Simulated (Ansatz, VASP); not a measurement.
# C: VASP beside Ansatz

```
CELL_PARAMETERS angstrom
1.26331 0.72937 3.44542
-1.26331 0.72937 3.44542
0.00000 -1.45875 3.44542
ATOMIC_POSITIONS crystal
C 0.16660 0.16660 0.16660
C 0.83340 0.83340 0.83340
```

Change from the starting cell: mode 4 frozen in at +0.000 Å, equal normal strain along x, y and z +0.0250.

Alike in both runs: task single point; functional PBE; dispersion D3(BJ); k mesh 15 × 15 × 15; occupations gaussian, width 0.05 eV; no spin polarisation.

```csv
,VASP,Ansatz
version,VASP 6.6.1,Ansatz 0.2.0
potentials or method,"VASP PAW PBE potentials, release 64 (C)","scalar-relativistic, plane waves, PAW"
plane-wave cutoff (eV),520,520
valence electrons in the cell,8,8
```

```tsv
	VASP	Ansatz	Ansatz less VASP
gap on the k mesh at the Fermi level (eV)	0.58	0.58	0.000
least direct gap on the mesh (eV)	0.58	0.58	0.000
pressure (GPa)	-18.4	-18.7	-0.35
largest component of the traceless stress (GPa)	17.75	18.19	+0.441
rms of the force components (eV/Å)	0.003	0.003	+0.0001
```

Atom by atom the forces differ by 0.000 eV/Å (rms over components).

Caveats: so large a pressure means that the cell lies far from this level's equilibrium, or that cutoff or potentials fall short (VASP); an odd mesh through Γ misses points on the zone boundary, where band edges often lie.
